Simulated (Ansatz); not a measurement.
# La2O3: the cell at several levels of theory, part 3 of 3

Ansatz 0.2.0, plane waves.

## (4) PBEsol: cell and atoms

The cell of step 2 is the starting point.

input.yaml reads:

```yaml
crystal:
  lattice:
    - [3.9404478386, 0.0, 0.0]
    - [-1.9702239193, 3.4125279305, 0.0]
    - [0.0, 0.0, 6.1873564148]
  atoms:
    - { symbol: La, position: [0.6666666667, 0.3333333333, 0.7526274787] }
    - { symbol: La, position: [0.3333333333, 0.6666666667, 0.2473725213] }
    - { symbol: O, position: [0.6666666667, 0.3333333333, 0.3546952471] }
    - { symbol: O, position: [0.3333333333, 0.6666666667, 0.6453047529] }
    - { symbol: O, position: [0.0, 0.0, 0.0] }
kpoints:
  mp_grid: { grid: [6, 6, 4] }
hamiltonian:
  xc: pbesol
scf:
  occupations: { method: fermi_dirac, width: 0.02 }
relax:
  f_tol: 0.005
  cell: {}
```

On the command line:

```
$ ansatz run input.yaml --threads 4 --pin off --max-ram 6451MiB --backend cpu --events-out ev --progress --plain --runs-dir out
```

The log of the run:

```text
Warning: RAYON_NUM_THREADS=4 ignored (pool sized by the plan → 4); use --threads N
Engine: ansatz 0.2.0, aarch64-unknown-linux-gnu
Pseudopotentials: kind: paw
Pseudopotential: La, paw, valence charge 11, recommended cutoff 420 eV (normal), La.paw.azcp
Pseudopotential: O, paw, valence charge 6, recommended cutoff 420 eV (normal), O.paw.azcp
Functional definition: PBEsol
  exchange = pbesol_x
  correlation = pbesol_c
Crystal: 5 atoms, lattice volume = 83.201 Å³
Basis set: ecut = 420 eV, 1665 PW (Γ), exchange–correlation on 54×54×90 points (8 copies of the dense FFT grid, shifted against one another)
Bands: 25, of which v1, the nominal top of the filled ones, is band 20 counted from 1 (19 counted from 0)
Symmetry: 12 space group operations
Space group: P-3m1 (ITA 164), of the structure as read, at distance tolerance 4.4e-5 Å
k-points: 24 of 144
Non-local potential: La, projectors of the file, l = 0: 3, l = 1: 2, l = 2: 2, l = 3: 3
Non-local potential: O, projectors of the file, l = 0: 2, l = 1: 2, l = 2: 1
PAW form: soft (Blöchl's): semilocal exchange-correlation on the pseudo side does not see the compensation charge
PAW frozen core: La, regenerated for the run's functional, and the local potential with it (the file was generated under x = pbe(κ = 0.804, μ = 0.2195149727645171), c = pbe(β = 0.06672455060314922))
PAW frozen core: O, regenerated for the run's functional, and the local potential with it (the file was generated under x = pbe(κ = 0.804, μ = 0.2195149727645171), c = pbe(β = 0.06672455060314922))
PAW one-centre angular grid: La, 590 points (default); XC on 64 Gauss nodes
PAW one-centre angular grid: O, 110 points (default); XC on 64 Gauss nodes
Initial density: superposition of atomic densities (neutral atoms: chi_scale 0, normalization atom), corrected by the library's trained network
Initial wavefunctions: pseudopotential atomic-orbital guess
Functional: x = pbesol(κ = 0.804, μ = 0.12345679012345678), c = pbesol(β = 0.046)
SCF iter   1: F=—  HF=-14014.711173 eV  |F-HF|=—  |Δ(HF+E_count)|=         —  Δρ=1.53e-2  dr2=1.77e-1  ethr=1.77e-3  ⟨swp⟩=6.4  Hψ=2915  notcnv=0
preconditioner: auto → Resta (q_TF=auto, 2.415 Å⁻¹)  ε∞=5.0  [insulator: Δε(μ)=3.615 eV  Ē_g=12.287 eV  σ=0.020 eV  W_gap=1.00  n_scr=22 (ndim 8)  ℏωp=24.4 eV  f_vac=0.024  D(μ)=0.00/eV (n_scr^D=0)  ε∞_Penn≈5.0]
SCF iter   2: F=—  HF=-14014.679746 eV  |F-HF|=—  |Δ(HF+E_count)|=   3.14e-2  Δρ=5.98e-3  dr2=2.29e-2  ethr=4.42e-4  ⟨swp⟩=3.5  Hψ=1411  notcnv=0  defer=24
SCF iter   3: F=—  HF=-14014.675170 eV  |F-HF|=—  |Δ(HF+E_count)|=   4.58e-3  Δρ=1.30e-3  dr2=1.24e-3  ethr=5.73e-5  ⟨swp⟩=3.6  Hψ=1020  notcnv=0  defer=24
SCF iter   4: F=—  HF=-14014.675576 eV  |F-HF|=—  |Δ(HF+E_count)|=   4.06e-4  Δρ=1.05e-3  dr2=8.68e-4  ethr=3.10e-6  ⟨swp⟩=3.0  Hψ=1236  notcnv=0  defer=24
SCF iter   5: F=—  HF=-14014.675436 eV  |F-HF|=—  |Δ(HF+E_count)|=   1.41e-4  Δρ=1.59e-4  dr2=2.07e-5  ethr=2.17e-6  ⟨swp⟩=2.0  Hψ=790  notcnv=0  defer=24
SCF iter   6: F=—  HF=-14014.675454 eV  |F-HF|=—  |Δ(HF+E_count)|=   1.83e-5  Δρ=4.79e-5  dr2=2.01e-6  ethr=5.17e-8  ⟨swp⟩=2.5  Hψ=1092  notcnv=0  defer=24
SCF iter   7: F=—  HF=-14014.675455 eV  |F-HF|=—  |Δ(HF+E_count)|=   9.52e-7  Δρ=1.43e-5  dr2=2.19e-7  ethr=5.03e-9  ⟨swp⟩=3.0  Hψ=1047  notcnv=0  defer=24
SCF iter   8: F=-14014.675455 eV  HF=-14014.675455 eV  |F-HF|=1.40e-8  |Δ(HF+E_count)|=   3.13e-7  Δρ=3.38e-6  dr2=1.63e-8  ethr=2.50e-10  ⟨swp⟩=4.1  Hψ=2138  notcnv=0
SCF 1 converged in 8 iterations: F = -14014.675455 eV  dr2 = 1.63e-8
relax step   1: F+E_penalty+E_count = -14014.67545535 eV  Δ(F+E_penalty+E_count) = +0.000e0 eV  max|allowed force component| = 1.124e-1 eV/Å  Δτ_max = 0.0000 Å  P = -4.749 GPa  Ω = 83.201 Å³  (8 SCF iters, dr2 threshold 1.00e-7 eV, accepted)
Crystal: 5 atoms, lattice volume = 74.925 Å³
Basis set: ecut = 420 eV, 1459 PW (Γ), exchange–correlation on 54×54×90 points (8 copies of the dense FFT grid, shifted against one another)
Initial density: handed on by an earlier stage of this run
Initial wavefunctions: those handed on with the density
iter 1 solved again at ethr=4.10e-4 eV; its pass at ethr=3.10e-3 eV (dr2=1.64e-1 eV) is discarded
SCF iter   1: F=—  HF=-14014.637635 eV  |F-HF|=—  |Δ(HF+E_count)|=         —  Δρ=9.78e-3  dr2=1.68e-1  ethr=4.10e-4  ⟨swp⟩=2.2  Hψ=4941  notcnv=0
preconditioner: auto → Resta (q_TF=auto, 2.457 Å⁻¹)  ε∞=5.1  [insulator: Δε(μ)=3.547 eV  Ē_g=12.660 eV  σ=0.020 eV  W_gap=1.00  n_scr=22 (ndim 8)  ℏωp=25.7 eV  f_vac=0.009  D(μ)=0.00/eV (n_scr^D=0)  ε∞_Penn≈5.1]
SCF iter   2: F=—  HF=-14014.604948 eV  |F-HF|=—  |Δ(HF+E_count)|=   3.27e-2  Δρ=5.09e-3  dr2=3.24e-2  ethr=4.10e-4  ⟨swp⟩=4.1  Hψ=1090  notcnv=0
SCF iter   3: F=—  HF=-14014.597858 eV  |F-HF|=—  |Δ(HF+E_count)|=   7.09e-3  Δρ=3.11e-3  dr2=1.14e-2  ethr=8.10e-5  ⟨swp⟩=3.7  Hψ=1229  notcnv=0  defer=3
SCF iter   4: F=—  HF=-14014.595768 eV  |F-HF|=—  |Δ(HF+E_count)|=   2.09e-3  Δρ=8.25e-4  dr2=6.73e-4  ethr=2.86e-5  ⟨swp⟩=3.4  Hψ=1028  notcnv=0  defer=6
SCF iter   5: F=—  HF=-14014.595834 eV  |F-HF|=—  |Δ(HF+E_count)|=   6.62e-5  Δρ=3.92e-4  dr2=1.21e-4  ethr=1.68e-6  ⟨swp⟩=2.8  Hψ=1179  notcnv=0  defer=7
SCF iter   6: F=—  HF=-14014.595871 eV  |F-HF|=—  |Δ(HF+E_count)|=   3.72e-5  Δρ=1.88e-4  dr2=2.11e-5  ethr=3.02e-7  ⟨swp⟩=2.0  Hψ=904  notcnv=0  defer=7
SCF iter   7: F=—  HF=-14014.595880 eV  |F-HF|=—  |Δ(HF+E_count)|=   9.29e-6  Δρ=5.65e-5  dr2=2.25e-6  ethr=5.28e-8  ⟨swp⟩=2.1  Hψ=791  notcnv=0  defer=7
SCF iter   8: F=-14014.595882 eV  HF=-14014.595882 eV  |F-HF|=6.83e-8  |Δ(HF+E_count)|=   1.85e-6  Δρ=8.62e-6  dr2=5.64e-8  ethr=1.25e-9  ⟨swp⟩=4.5  Hψ=2163  notcnv=0
SCF 2 converged in 8 iterations: F = -14014.595882 eV  dr2 = 5.64e-8
relax step   2: F+E_penalty+E_count = -14014.59588217 eV  Δ(F+E_penalty+E_count) = +7.957e-2 eV  max|allowed force component| = 5.641e-1 eV/Å  Δτ_max = 0.0616 Å  P = +8.797 GPa  Ω = 74.925 Å³  energy of the carried Pulay correction = +2.495e-2 eV  (8 SCF iters, dr2 threshold 5.00e-7 eV, rejected (line search))
Crystal: 5 atoms, lattice volume = 80.267 Å³
Basis set: ecut = 420 eV, 1545 PW (Γ), exchange–correlation on 54×54×90 points (8 copies of the dense FFT grid, shifted against one another)
iter 1 solved again at ethr=3.01e-4 eV; its pass at ethr=3.10e-3 eV (dr2=1.20e-1 eV) is discarded
SCF iter   1: F=—  HF=-14014.760605 eV  |F-HF|=—  |Δ(HF+E_count)|=         —  Δρ=7.92e-3  dr2=1.21e-1  ethr=3.01e-4  ⟨swp⟩=1.3  Hψ=4848  notcnv=0
preconditioner: auto → Resta (q_TF=auto, 2.429 Å⁻¹)  ε∞=4.9  [insulator: Δε(μ)=3.598 eV  Ē_g=12.554 eV  σ=0.020 eV  W_gap=1.00  n_scr=22 (ndim 8)  ℏωp=24.9 eV  f_vac=0.024  D(μ)=0.00/eV (n_scr^D=0)  ε∞_Penn≈4.9]
SCF iter   2: F=—  HF=-14014.737844 eV  |F-HF|=—  |Δ(HF+E_count)|=   2.28e-2  Δρ=4.26e-3  dr2=2.35e-2  ethr=3.01e-4  ⟨swp⟩=4.8  Hψ=1207  notcnv=0
SCF iter   3: F=—  HF=-14014.732943 eV  |F-HF|=—  |Δ(HF+E_count)|=   4.90e-3  Δρ=2.52e-3  dr2=9.10e-3  ethr=5.87e-5  ⟨swp⟩=3.5  Hψ=1295  notcnv=0  defer=15
SCF iter   4: F=—  HF=-14014.731195 eV  |F-HF|=—  |Δ(HF+E_count)|=   1.75e-3  Δρ=6.61e-4  dr2=4.58e-4  ethr=2.27e-5  ⟨swp⟩=3.4  Hψ=1104  notcnv=0  defer=19
SCF iter   5: F=—  HF=-14014.731245 eV  |F-HF|=—  |Δ(HF+E_count)|=   4.99e-5  Δρ=4.79e-4  dr2=1.82e-4  ethr=1.15e-6  ⟨swp⟩=2.4  Hψ=1060  notcnv=0  defer=20
SCF iter   6: F=—  HF=-14014.731222 eV  |F-HF|=—  |Δ(HF+E_count)|=   2.23e-5  Δρ=1.35e-4  dr2=1.33e-5  ethr=4.56e-7  ⟨swp⟩=2.0  Hψ=825  notcnv=0  defer=20
SCF iter   7: F=—  HF=-14014.731240 eV  |F-HF|=—  |Δ(HF+E_count)|=   1.73e-5  Δρ=2.42e-5  dr2=6.94e-7  ethr=3.32e-8  ⟨swp⟩=2.4  Hψ=948  notcnv=0  defer=20
SCF iter   8: F=—  HF=-14014.731241 eV  |F-HF|=—  |Δ(HF+E_count)|=   1.62e-6  Δρ=5.80e-6  dr2=2.68e-8  ethr=1.73e-9  ⟨swp⟩=2.0  Hψ=980  notcnv=0  defer=20
SCF iter   9: F=—  HF=-14014.731241 eV  |F-HF|=—  |Δ(HF+E_count)|=   4.81e-8  Δρ=9.91e-7  dr2=7.42e-10  ethr=6.71e-11  ⟨swp⟩=2.0  Hψ=1007  notcnv=0  defer=20
SCF iter  10: F=-14014.731241 eV  HF=-14014.731241 eV  |F-HF|=3.64e-11  |Δ(HF+E_count)|=   1.33e-9  Δρ=2.34e-7  dr2=4.07e-11  ethr=1.00e-12  ⟨swp⟩=3.5  Hψ=2671  notcnv=0
SCF 3 converged in 10 iterations: F = -14014.731241 eV  dr2 = 4.07e-11
relax step   3: F+E_penalty+E_count = -14014.73124142 eV  Δ(F+E_penalty+E_count) = -5.579e-2 eV  max|allowed force component| = 3.748e-2 eV/Å  Δτ_max = 0.0119 Å  P = -0.474 GPa  Ω = 80.267 Å³  energy of the carried Pulay correction = +8.557e-3 eV  (10 SCF iters, accepted)
[... 10 lines left out ...]
relax step   4: F+E_penalty+E_count = -14014.73285097 eV  Δ(F+E_penalty+E_count) = -1.610e-3 eV  max|allowed force component| = 3.093e-2 eV/Å  Δτ_max = 0.0006 Å  P = +0.047 GPa  Ω = 79.942 Å³  energy of the carried Pulay correction = +9.523e-3 eV  (5 SCF iters, dr2 threshold 5.00e-7 eV, accepted)
[... 10 lines left out ...]
relax step   5: F+E_penalty+E_count = -14014.73306508 eV  Δ(F+E_penalty+E_count) = -2.141e-4 eV  max|allowed force component| = 2.529e-2 eV/Å  Δτ_max = 0.0043 Å  P = -0.028 GPa  Ω = 79.945 Å³  energy of the carried Pulay correction = +9.513e-3 eV  (6 SCF iters, dr2 threshold 8.43e-8 eV, accepted)
[... 9 lines left out ...]
relax step   6: F+E_penalty+E_count = -14014.73310036 eV  Δ(F+E_penalty+E_count) = -3.529e-5 eV  max|allowed force component| = 8.620e-4 eV/Å  Δτ_max = 0.0010 Å  P = +0.001 GPa  Ω = 79.946 Å³  energy of the carried Pulay correction = +9.512e-3 eV  (5 SCF iters, dr2 threshold 4.00e-8 eV, accepted)
[... 11 lines left out ...]
relax step   7: F+E_penalty+E_count = -14014.72558896 eV  Δ(F+E_penalty+E_count) = +7.511e-3 eV  max|allowed force component| = 1.030e-3 eV/Å  Δτ_max = 0.0000 Å  P = -0.177 GPa  Ω = 79.946 Å³  stress off target by 2.18e-1 GPa  SCF on the basis re-selected at this cell (its energy is not comparable with the rows above)  (7 SCF iters)
[... 10 lines left out ...]
relax step   8: F+E_penalty+E_count = -14014.72605114 eV  Δ(F+E_penalty+E_count) = -4.622e-4 eV  max|allowed force component| = 5.127e-4 eV/Å  Δτ_max = 0.0009 Å  P = -0.002 GPa  Ω = 79.818 Å³  energy of the carried Pulay correction = +3.756e-4 eV  (5 SCF iters, dr2 threshold 1.18e-7 eV, accepted)
iter 1 solved again at ethr=1.84e-8 eV; its pass at ethr=3.10e-3 eV (dr2=7.36e-6 eV) is discarded
SCF iter   1: F=—  HF=-14014.725770 eV  |F-HF|=—  |Δ(HF+E_count)|=         —  Δρ=1.38e-5  dr2=1.02e-7  ethr=1.84e-8  ⟨swp⟩=4.5  Hψ=4863  notcnv=0
preconditioner: auto → Resta (q_TF=auto, 2.432 Å⁻¹)  ε∞=5.0  [insulator: Δε(μ)=3.777 eV  Ē_g=12.542 eV  σ=0.020 eV  W_gap=1.00  n_scr=22 (ndim 8)  ℏωp=24.9 eV  f_vac=0.018  D(μ)=0.00/eV (n_scr^D=0)  ε∞_Penn≈5.0]
SCF iter   2: F=—  HF=-14014.725777 eV  |F-HF|=—  |Δ(HF+E_count)|=   7.51e-6  Δρ=7.07e-6  dr2=1.74e-8  ethr=2.55e-10  ⟨swp⟩=2.0  Hψ=1080  notcnv=0
SCF iter   3: F=—  HF=-14014.725777 eV  |F-HF|=—  |Δ(HF+E_count)|=   6.08e-9  Δρ=3.60e-6  dr2=7.36e-9  ethr=4.34e-11  ⟨swp⟩=2.0  Hψ=842  notcnv=0
SCF iter   4: F=—  HF=-14014.725777 eV  |F-HF|=—  |Δ(HF+E_count)|=   5.25e-9  Δρ=1.93e-6  dr2=2.27e-9  ethr=1.84e-11  ⟨swp⟩=2.0  Hψ=757  notcnv=0
SCF iter   5: F=—  HF=-14014.725777 eV  |F-HF|=—  |Δ(HF+E_count)|=   1.69e-9  Δρ=9.50e-7  dr2=7.43e-10  ethr=5.67e-12  ⟨swp⟩=2.0  Hψ=1001  notcnv=0
SCF iter   6: F=-14014.725777 eV  HF=-14014.725777 eV  |F-HF|=2.18e-11  |Δ(HF+E_count)|=  1.00e-10  Δρ=1.94e-7  dr2=1.77e-11  ethr=1.00e-12  ⟨swp⟩=3.1  Hψ=2500  notcnv=0
SCF 9 converged in 6 iterations: F = -14014.725777 eV  dr2 = 1.77e-11
relax step   9: F+E_penalty+E_count = -14014.72577710 eV  Δ(F+E_penalty+E_count) = +2.740e-4 eV  max|allowed force component| = 5.194e-4 eV/Å  Δτ_max = 0.0000 Å  P = -0.007 GPa  Ω = 79.818 Å³  stress off target by 1.50e-2 GPa  SCF on the basis re-selected at this cell (its energy is not comparable with the rows above)  (6 SCF iters)
basis re-selected at this cell: Δ(F+E_penalty+E_count) = +2.740e-4 eV, ΔP = -0.004 GPa vs the last step (what re-selecting the basis moved, of the pressure what is left beyond the Pulay correction that the steps carried, after the strain that the cell walked since its last selection, with what the two solves' SCF thresholds leave and, on support functions, any second-order correction that the steps lacked; it is no measure of the basis error at this ecutwfc). This SCF's stress stands 1.50e-2 GPa from its target on what of the cell is left free (relax.cell.stress_tol is 5.00e-2 GPa) and its largest allowed force component is 5.19e-4 eV/Å (relax.f_tol is 5.00e-3 eV/Å): within both
SCF converged after 6 iterations
Free energy (F): -14014.725777 eV
Harris-Foulkes:  -14014.725777 eV  (|F-HF|=2.18e-11)
Internal energy: -14014.725777 eV  (E = F + TS)
E sigma→0 (E₀):  -14014.725777 eV
Fermi energy:    11.785289 eV
--- Per-component energies (eV) ---
  E_band       = 1.818436
  E_kinetic    = 912.145160
  E_local      = -1500.733289  (includes V_loc(G=0)·N_el)
  E_nonlocal   = 340.818329
  E_hartree    = 533.704978
  E_xc         = -498.664042
  E_vxc        = -579.405402  (∫ρ·V_xc dr)
  E_paw        = -11115.467370  (= ΣΔE_a)
  E_vpaw       = -238.423536  (= ΣTr[D̂ρ^β])
  E_aug_tail   = 0.007244  (compensation charges beyond the density's cutoff)
  E_ewald      = -2686.981670
  E_core_change = 0.444883  (= ΣΔE_core)
  E_smearing   = -0.000000  (= −TS)
  E_closure    = 0.000000  (closes the sum)
  Σ components = -14014.725777   (vs F -14014.725777, Δ=0.00e0)
--- Forces (eV/Å), atoms counted from 1 ---
  atom   1  La    -0.00000000     0.00000000     0.00044227
  atom   2  La    -0.00000000    -0.00000000    -0.00044227
  atom   3  O     -0.00000000    -0.00000000    -0.00051945
  atom   4  O      0.00000000     0.00000000     0.00051945
  atom   5  O     -0.00000000     0.00000000     0.00000000
  max |Σ_I F_I| component: 3.59e-17 eV/Å
--- Stress (GPa, compression-positive) ---
       -0.002632      -0.000000       0.000000
        0.000000      -0.002632      -0.000000
        0.000000      -0.000000      -0.015002
  P = ⅓ Tr σ = -0.0068 GPa (-0.068 kbar)
--- Relaxed structure (7 steps of the walk, 6 accepted, 2 SCFs on fresh bases) ---
  F+E_penalty+E_count = -14014.72577710 eV   max|allowed force component| = 5.194e-4 eV/Å   (the final SCF, on the basis selected at the relaxed cell)
  cell:  # Å, volume = 79.8181 Å³
    - [3.90600445297461, 1.6274641419187496e-33, -9.450483955352176e-18]
    - [-1.953002226487305, 3.382699083571152, 4.725241977676087e-18]
    - [-1.483930632235371e-17, 2.8888552656812993e-33, 6.040949105698973]
  atoms:
    - { symbol: La, position: [0.6666666666666667, 0.33333333333333337, 0.7546156492904861] }
    - { symbol: La, position: [0.33333333333333337, 0.6666666666666667, 0.24538435070951403] }
    - { symbol: O, position: [0.6666666666666667, 0.33333333333333337, 0.35401318921886343] }
    - { symbol: O, position: [0.33333333333333337, 0.6666666666666667, 0.6459868107811365] }
    - { symbol: O, position: [-4.118456689785425e-35, -4.3268401629676216e-35, 5.432088454878036e-20] }
```

It took 8.8 s on 4 threads of Arm Neoverse V1, shared host; peak memory 0.45 GiB.

The steps:

```csv
step,energy change (meV/atom),largest force (eV/Å),pressure (GPa),volume (Å³/atom)
1,0.0,0.1124,-4.75,16.640
2*,15.9,0.5641,8.80,14.985
3,-11.2,0.0375,-0.47,16.053
4,-11.5,0.0309,0.05,15.988
5,-11.5,0.0253,-0.03,15.989
6,-11.5,0.0009,0.00,15.989
7,-10.0,0.0010,-0.18,15.989
8,-10.1,0.0005,0.00,15.964
9,-10.1,0.0005,-0.01,15.964
```

A star marks a trial step that the optimiser took back.

Steps 7, 9 solve the same cell on a plane-wave basis chosen anew, so the energy can jump there without a move.

The table lists every geometry solved, with passes on a fresh basis, whose energies don't compare exactly with the rows above.

|  | before | after | change |
| --- | --- | --- | --- |
| a (Å) | 3.940 | 3.906 | -0.87 % |
| c (Å) | 6.187 | 6.041 | -2.37 % |
| volume (Å³/atom) | 16.640 | 15.964 | -4.07 % |
| shortest distance (Å) | 2.370 | 2.349 | -0.90 % |
| space group | P-3m1 | P-3m1 | same |

## (5) The cells side by side

The summary covers parts 1 to 3.

| level | a (Å) | c (Å) | volume (Å³/atom) | space group | SCF geometries |
| --- | --- | --- | --- | --- | --- |
| PBE | 3.940 | 6.187 | 16.640 | P-3m1 | 9 |
| r2SCAN | 3.935 | 6.126 | 16.431 | P-3m1 | 7 |
| PBEsol | 3.906 | 6.041 | 15.964 | P-3m1 | 9 |

**Reading.** From the start to the first minimum the volume moved by +1.7 %. PBEsol gives the smallest cell and PBE the largest; they differ by 4.2 % in volume, a mean of 1.4 % in length. A measured a is 3.9381 Å (300 K; a printed reference work, monograph); the misses are PBE +0.1 %, r2SCAN -0.1 %, PBEsol -0.8 %. A measured c is 6.1361 Å (300 K; a printed reference work, monograph); the misses are PBE +0.8 %, r2SCAN -0.2 %, PBEsol -1.6 %. The calculation is for a static lattice, without the thermal expansion and zero-point motion that a measured cell holds. The meshes differ: PBE 12×12×4, r2SCAN 6×6×4, PBEsol 6×6×4.
